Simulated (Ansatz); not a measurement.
# AlN: core levels

Where do the core levels of AlN lie? The cell is a COD entry (perhaps calculated rather than measured). Planned: a relaxation, then the dielectric response, then core holes.

A COD entry behind a cell of this session may itself be a prediction, so a difference from it is no test against experiment.

Computed with Ansatz 0.2.0 (DFT, PBE, plane-wave PAW, default files, scalar-relativistic, unless a step's input says otherwise).

### 1 Starting point

It takes space group Fm-3m (No. 225, cubic). Conventional cell: a = 3.938 Å, b = 3.938 Å, c = 3.938 Å, α = 90.00°, β = 90.00°, γ = 90.00°. Al (site symmetry m-3m) is surrounded by 6 N at 1.97 Å. N (site symmetry m-3m) is surrounded by 6 Al at 1.97 Å.

Structure file:

```
CELL_PARAMETERS angstrom
0.00000 1.96900 1.96900
1.96900 0.00000 1.96900
1.96900 1.96900 0.00000
ATOMIC_POSITIONS crystal
Al 0.00000 0.00000 0.00000
N 0.50000 0.50000 0.50000
```

### 2 Relaxation of the positions

The input, input.yaml:

```yaml
crystal:
  lattice:
    - [0.0, 1.969, 1.969]
    - [1.969, 0.0, 1.969]
    - [1.969, 1.969, 0.0]
  atoms:
    - { symbol: Al, position: [0.0, 0.0, 0.0] }
    - { symbol: "N", position: [0.5, 0.5, 0.5] }
kpoints:
  mp_grid: { grid: [12, 12, 12] }
scf:
  occupations: { method: fermi_dirac, width: 0.02 }
hamiltonian:
  xc: pbe
  pseudopotentials: { kind: paw }
output:
  forces: true
  stress: true
  populations: true
  efg:
    quadrupole_moments_barn: { Al: 0.1466, "N": 0.02044 }
    contact_densities: true
  write_density: true
  write_potential: true
  elf: true
  volumetric_format: npy
relax:
  f_tol: 0.02
  max_steps: 60
```

The run is started by

```
> ansatz run input.yaml --threads 1 --pin off --max-ram 2560MiB --backend cpu --events-out ev --progress --plain --runs-dir out
```

Standard output (excerpt; [...] marks lines left out):

```text
Warning: output.stress: scf.convergence.dr2_threshold = 1e-7 eV (the SCF's general default) is looser than the 2e-10 eV advised for a printed stress (1e-10 eV for each atom of the cell: 2). What an SCF threshold leaves in a stress goes as its square root, and in the free energy as the [...]
Warning: RAYON_NUM_THREADS=1 ignored (pool sized by the plan → 1); use --threads N
[...]
Pseudopotentials: kind: paw
Pseudopotential: Al, paw, valence charge 3, recommended cutoff 420 eV (normal), Al.paw.azcp
Pseudopotential: N, paw, valence charge 5, recommended cutoff 420 eV (normal), N.paw.azcp
Functional definition: PBE
[...]
Crystal: 2 atoms, lattice volume = 15.267 Å³
Basis set: ecut = 420 eV, 307 PW (Γ), exchange–correlation on 40×40×40 points (8 copies of the dense FFT grid, shifted against one another)
Bands: 8, of which v1, the nominal top of the filled ones, is band 4 counted from 1 (3 counted from 0)
Symmetry: 48 space group operations
Space group: Fm-3m (ITA 225), of the structure as read, at distance tolerance 2.5e-5 Å
k-points: 72 of 1728
[...]
SCF iter   1: F=—  HF=-923.777154 eV  |F-HF|=—  |Δ(HF+E_count)|=         —  Δρ=2.32e-3  dr2=6.22e-4  ethr=1.77e-3  ⟨swp⟩=4.9  Hψ=4058  notcnv=0
[...]
SCF iter   6: F=-923.777150 eV  HF=-923.777150 eV  |F-HF|=2.64e-11  |Δ(HF+E_count)|=   1.07e-8  Δρ=5.55e-7  dr2=1.43e-11  ethr=6.51e-11  ⟨swp⟩=3.8  Hψ=2508  notcnv=0
[...]
relax step   1: F+E_penalty+E_count = -923.77714986 eV  Δ(F+E_penalty+E_count) = +0.000e0 eV  max|allowed force component| = 4.487e-30 eV/Å  Δτ_max = 0.0000 Å  (6 SCF iters, accepted)
NSCF: frozen V_eff on 72 k-points
[...]
SCF converged after 6 iterations
Free energy (F): -923.777150 eV
[...]
E sigma→0 (E₀):  -923.777150 eV
Fermi energy:    14.972370 eV
[...]
--- Forces (eV/Å), atoms counted from 1 ---
  atom   1  Al    -0.00000000    -0.00000000    -0.00000000
  atom   2  N      0.00000000     0.00000000    -0.00000000
[...]
--- Stress (GPa, compression-positive) ---
       30.454182      -0.000000       0.000000
        0.000000      30.454182       0.000000
        0.000000       0.000000      30.454182
  P = ⅓ Tr σ = 30.4542 GPa (304.542 kbar)
--- PAW observables at the nuclei: V_zz in 10²¹ V/m², potentials from the cell's mean, atoms counted from 1 ---
  atom   1  Al V_zz =    +0.000000   η = 0.0000   by run symmetry: forbidden   C_q = +0.0000 MHz
            electrostatic potential = -1235.823294 V   contact ρ = 10078.972787 e/Å³
  atom   2  N  V_zz =    -0.000000   η = 0.0000   by run symmetry: forbidden   C_q = -0.0000 MHz
            electrostatic potential = -521.910891 V   contact ρ = 1412.097483 e/Å³
--- Band table (eV; the first three rows and the last of 72) ---
  k-point 0: bands = ["-5.8752", "12.3995", "12.3995", "12.3995", "19.2477", "24.7588", "24.7588", "24.7588"]
[...]
--- Relaxed structure (1 steps of the walk, 1 accepted, 0 SCFs on fresh bases) ---
  F+E_penalty+E_count = -923.77714986 eV   max|allowed force component| = 4.487e-30 eV/Å
  atoms:
    - { symbol: Al, position: [0.0, 0.0, 0.0] }
    - { symbol: N, position: [0.5, 0.5, 0.5] }
--- Löwdin populations: 2 sites ---
  site symbol       q [e]
     0     Al      1.8773
     1      N      6.0425
  spilling = 0.010025 (of n_electrons = 8.000000)
```

It took 1.9 s on 1 thread of Intel Xeon Platinum 8488C (Sapphire Rapids), shared host; peak memory 0.46 GiB.

No atom moved: the forces were under the tolerance from the start.

The run ends with gap on the mesh 5.14 eV, largest force 0.000 eV/Å, pressure 30.5 GPa.

The printed gradients, by site:

```tsv
site	atoms	first shell	V_zz (10²¹ V/m²)	η	C_Q (MHz)
Al	1	6 N at 1.97 Å	0.00	–	0 (²⁷Al)
N	2	6 Al at 1.97 Å	0.00	–	0 (¹⁴N)
```

Conventions: |V_zz| ≥ |V_yy| ≥ |V_xx|, η = (V_xx − V_yy)/V_zz, C_Q = eQV_zz/h. Q values from Pyykkö, Mol. Phys. 116, 1328 (2018).

The maps below are laid out on this run's own conventional cell (a, b, c = 3.938, 3.938, 3.938 Å).

Density in a lattice plane of the grid's cell (edges 3.94 and 3.94 Å, at 0.000 of the third edge), which holds Al and N.

Ten even steps from '0' (0.06 e/Å³) to '9' (3.68 e/Å³):
```
000000123589998532100000
000000112467876421100000
000000011234443211000000
000000001112221110000000
111000000011111000000011
221110000000000000001112
443211000000000000011234
876421100000000000112467
998532100000000000123589
998642100000000000124689
998532100000000000123589
876421100000000000112467
443211000000000000011234
221110000000000000001112
111000000011111000000011
000000001112221110000000
000000011234443211000000
000000112467876421100000
000000123589998532100000
000000124689998642100000
```
Columns run along the first of these edges and rows up along the second, over one cell in 24 and 20 even steps from the bottom left corner. Atoms in the plane (fractional): Al at (0.00, 0.00), Al at (0.50, 0.50), N at (0.00, 0.50), N at (0.50, 0.00).

ELF in the same plane.

Ten even steps from ' ' (0.00) to '@' (0.84):
```
        --**@@@@@@%%**--..--**%%@@@@@@**--      
        ::++##%%@@@@%%######%%@@@@%%##++::      
........::--++##%%@@@@@@@@@@@@@@%%##++--::......
##**++--::::--==**%%@@@@@@@@@@%%**==--::::--++**
@@@@%%**==::::::==**%%@@@@@@%%**==::::::==**%%@@
@@@@@@%%**==--::::--++**##**++--::::--==**%%@@@@
@@@@@@@@%%##++--::..............::--++##%%@@@@@@
####%%@@@@%%##++::              ::++##%%@@@@%%##
..--**%%@@@@@@**--              --**@@@@@@%%**--
  ..++%%@@@@@@##--              --##@@@@@@%%++..
..--**%%@@@@@@**--              --**@@@@@@%%**--
####%%@@@@%%##++::              ::++##%%@@@@%%##
@@@@@@@@%%##++--::..............::--++##%%@@@@@@
@@@@@@%%**==--::::--++**##**++--::::--==**%%@@@@
@@@@%%**==::::::==**%%@@@@@@%%**==::::::==**%%@@
##**++--::::--==**%%@@@@@@@@@@%%**==--::::--++**
........::--++##%%@@@@@@@@@@@@@@%%##++--::......
        ::++##%%@@@@%%######%%@@@@%%##++::      
        --**@@@@@@%%**--..--**%%@@@@@@**--      
        --##@@@@@@%%++..  ..++%%@@@@@@##--      
```
Columns run along the first of these edges and rows up along the second, over one cell in 24 and 20 even steps from the bottom left corner. Atoms in the plane (fractional): Al at (0.00, 0.00), Al at (0.50, 0.50), N at (0.00, 0.50), N at (0.50, 0.00).

Both are smooth fields of the valence electrons: close to the nuclei they are not physical.

Maxima of ELF outside the ion cores: 0.84 in the shell around N, 0.8 Å from N.

### 3 Electronic dielectric response

The input, input.yaml:

```yaml
crystal:
  lattice:
    - [0.0, 1.969, 1.969]
    - [1.969, 0.0, 1.969]
    - [1.969, 1.969, 0.0]
  atoms:
    - { symbol: Al, position: [0.0, 0.0, 0.0] }
    - { symbol: "N", position: [0.5, 0.5, 0.5] }
kpoints:
  mp_grid: { grid: [12, 12, 12] }
scf:
  occupations: { method: fixed }
hamiltonian:
  xc: pbe
  pseudopotentials: { kind: paw }
output:
  forces: true
dielectric:
  field_mesh: kpoints
```

The run is started by

```
> ansatz run input.yaml --threads 1 --pin off --max-ram 2560MiB --backend cpu --events-out ev --progress --plain --runs-dir out
```

Standard output (excerpt; [...] marks lines left out):

```text
Warning: RAYON_NUM_THREADS=1 ignored (pool sized by the plan → 1); use --threads N
[...]
[... 4 set-up lines as earlier in the session ...]
[...]
Crystal: 2 atoms, lattice volume = 15.267 Å³
Basis set: ecut = 420 eV, 307 PW (Γ), exchange–correlation on 40×40×40 points (8 copies of the dense FFT grid, shifted against one another)
Bands: 8, of which v1, the nominal top of the filled ones, is band 4 counted from 1 (3 counted from 0)
[... 1 set-up line as earlier in the session ...]
k-points: 163 of 1728 (irreducible under 8 space group operations, time reversal used)
[...]
SCF iter   1: F=—  HF=-923.777174 eV  |F-HF|=—  |Δ(HF+E_count)|=         —  Δρ=2.32e-3  dr2=6.21e-4  ethr=1.77e-3  ⟨swp⟩=4.3  Hψ=7854  notcnv=0  defer=290
[...]
--- Dielectric response (ions clamped): 1 representative field direction + reference, on 163 of 1728 k-points (Σ response iterations 6) ---
  k mesh reduced under 8 symmetry operations, with k and −k counted as one. Each operation leaves every solved perturbation unchanged. A smaller set is not considered because the run solves the response to a homogeneous field
  ε∞ (high-frequency dielectric tensor):
        4.896630    -0.000000     0.000000
        0.000000     4.896630    -0.000000
        0.000000     0.000000     4.896630
  Born effective charges Z* (e; rows j = field, columns β = displacement):
    site 0:
         2.91020    0.00000    0.00000
        -0.00000    2.91020   -0.00000
        -0.00000    0.00000    2.91020
    site 1:
        -2.91020   -0.00000   -0.00000
         0.00000   -2.91020    0.00000
         0.00000   -0.00000   -2.91020
  Z* charge neutrality: 9.045e-7 e pre-enforcement
  k-mesh period / interband length: 33.4 Å / 1.59 Å = 21.01 at k = (0.0000, -0.5000, -0.5000), direct gap 8.149 eV — 14 or more, which is no proof of convergence
```

Run time: 5.4 s. Hardware: 1 thread of Intel Xeon Platinum 8488C (Sapphire Rapids), shared host; peak memory 0.45 GiB.

Principal values of ε∞: 4.90, 4.90, 4.90; mean 4.90.

| element | atoms | principal values of Z* (e) | mean |
| --- | --- | --- | --- |
| Al | 1 | +2.91, +2.91, +2.91 | +2.91 |
| N | 2 | -2.91, -2.91, -2.91 | -2.91 |

### 4 Core-level binding energies

The input, input.yaml:

```yaml
crystal:
  lattice:
    - [0.0, 3.938, 3.938]
    - [3.938, 0.0, 3.938]
    - [3.938, 3.938, 0.0]
  atoms:
    - { symbol: Al, position: [0.0, 0.0, 0.0] }
    - { symbol: Al, position: [0.0, 0.0, 0.5] }
    - { symbol: Al, position: [0.0, 0.5, 0.0] }
    - { symbol: Al, position: [0.0, 0.5, 0.5] }
    - { symbol: Al, position: [0.5, 0.0, 0.0] }
    - { symbol: Al, position: [0.5, 0.0, 0.5] }
    - { symbol: Al, position: [0.5, 0.5, 0.0] }
    - { symbol: Al, position: [0.5, 0.5, 0.5] }
    - { symbol: "N", position: [0.25, 0.25, 0.25] }
    - { symbol: "N", position: [0.25, 0.25, 0.75] }
    - { symbol: "N", position: [0.25, 0.75, 0.25] }
    - { symbol: "N", position: [0.25, 0.75, 0.75] }
    - { symbol: "N", position: [0.75, 0.25, 0.25] }
    - { symbol: "N", position: [0.75, 0.25, 0.75] }
    - { symbol: "N", position: [0.75, 0.75, 0.25] }
    - { symbol: "N", position: [0.75, 0.75, 0.75] }
kpoints:
  mp_grid: { grid: [4, 4, 4] }
scf:
  occupations: { method: fixed }
hamiltonian:
  xc: pbe
  pseudopotentials: { kind: paw }
output:
  forces: true
  efg:
    quadrupole_moments_barn: { Al: 0.1466, "N": 0.02044 }
    contact_densities: true
  core_levels:
    shells: { "N": "1s", Al: "2p" }
    counted_from: valence_top
    eps_inf: [4.897, 4.897, 4.897]
```

The run is started by

```
> ansatz run input.yaml --threads 1 --pin off --max-ram 2560MiB --backend cpu --events-out ev --progress --plain --runs-dir out
```

Standard output (excerpt; [...] marks lines left out):

```text
Warning: RAYON_NUM_THREADS=1 ignored (pool sized by the plan → 1); use --threads N
[...]
[... 4 set-up lines as earlier in the session ...]
[...]
Crystal: 16 atoms, lattice volume = 122.140 Å³
Basis set: ecut = 420 eV, 2421 PW (Γ), exchange–correlation on 80×80×80 points (8 copies of the dense FFT grid, shifted against one another)
Bands: 48, of which v1, the nominal top of the filled ones, is band 32 counted from 1 (31 counted from 0)
Symmetry: 384 space group operations
Space group: Fm-3m (ITA 225), of the structure as read, at distance tolerance 5.0e-5 Å
k-points: 8 of 64
[...]
SCF iter   1: F=—  HF=-7390.214480 eV  |F-HF|=—  |Δ(HF+E_count)|=         —  Δρ=2.35e-3  dr2=5.14e-3  ethr=1.77e-3  ⟨swp⟩=6.8  Hψ=1569  notcnv=0  defer=91
[...]
  the holes have spin, beside a run without
  atom         alike  shell      binding/eV   shift/eV difference/eV images/eV   SCF
  Al 0             8     2p          72.870     +0.000        59.379    +0.856    10
  N 8              8     1s         395.289     +0.000       382.055    +0.856    11
  the dataset of Al with a 2p hole: scattering error 0.001 eV (0.004 eV in the local channel); free atom: scalar-relativistic, large and small components
  the two lines of Al's 2p: 2p1/2 +0.276 eV and 2p3/2 -0.138 eV off its levels, 1 : 2 in strength
  the dataset of N with a 1s hole: scattering error 0.002 eV (0.002 eV in the local channel); free atom: scalar-relativistic, large and small components
  Al 0 2p: small_cell
  N 8 1s: small_cell
  the highest filled level without a hole stands at 12.4000 eV, at the point (0.0000, 0.0000, 0.0000)
  Al 0 2p: the alignment adds +0.2359 eV (standard deviation 0.2315 over 9 far atoms)
  N 8 1s: the alignment adds -0.0210 eV (standard deviation 0.1658 over 9 far atoms)
  a level is its difference with the images' term at an eps_inf of 4.897, the alignment and the highest filled level
```

Wall time 25 s (1 thread of Intel Xeon Platinum 8488C (Sapphire Rapids), shared host); peak memory 0.59 GiB.

The levels, counted from the valence-band top:

| atom | shell | alike | binding, weighted centre (eV) | shift (eV) | image term (eV) | lines (eV) |
| --- | --- | --- | --- | --- | --- | --- |
| Al 1 | 2p | 8 | 72.87 | +0.00 | 0.86 | 2p1/2 73.15, 2p3/2 72.73 |
| N 9 | 1s | 8 | 395.29 | +0.00 | 0.86 | one |

Atoms are counted from 1 here and from 0 in the log's table.

Simulated Al 2p line (Gaussians 0.9 eV wide):

binding energy (eV), intensity and a bar:
```
    70.23          0 
    70.52          0 
    70.79          0 
    71.08          0 
    71.37          0 
    71.66          2 
    71.93          9 ###
    72.22         33 ##########
    72.51         74 ######################
    72.80        100 ##############################
    73.08         88 ##########################
    73.37         51 ###############
    73.65         20 ######
    73.94          5 #
    74.22          1 
    74.51          0 
    74.80          0 
    75.09          0 
    75.36          0 
    75.65          0
```

### 5 What came out

```
                                               quantity                                                                 value
                                   ε∞, principal values                                                      4.90, 4.90, 4.90
Al 2p binding energy (weighted centre of the two lines)                      72.87 eV; offsets 2p1/2 +0.28 eV, 2p3/2 -0.14 eV
                                    N 1s binding energy                                                             395.29 eV
                                         state (step 2)  gap on the mesh 5.14 eV, largest force 0.000 eV/Å, pressure 30.5 GPa
                       V_zz by site, step 2 (10²¹ V/m²)                                                  all zero by symmetry
                         contact density, step 2 (a₀⁻³)                                                    Al 1493.5, N 209.3
```

What this shows: The electronic dielectric constant averages 4.9. The levels are counted from the valence top. Absolute values at this level can be off by an eV or more. Multiplets and satellites aren't calculated. A hole's nearest image is 5.6 Å away in this 16-atom cell. The program doubts some values: the cell is too small to check the potential alignment (Al, N). All gradients vanish by symmetry in step 2. At this cell the PBE pressure is 30 GPa, so with PBE the cell would grow if it were relaxed.
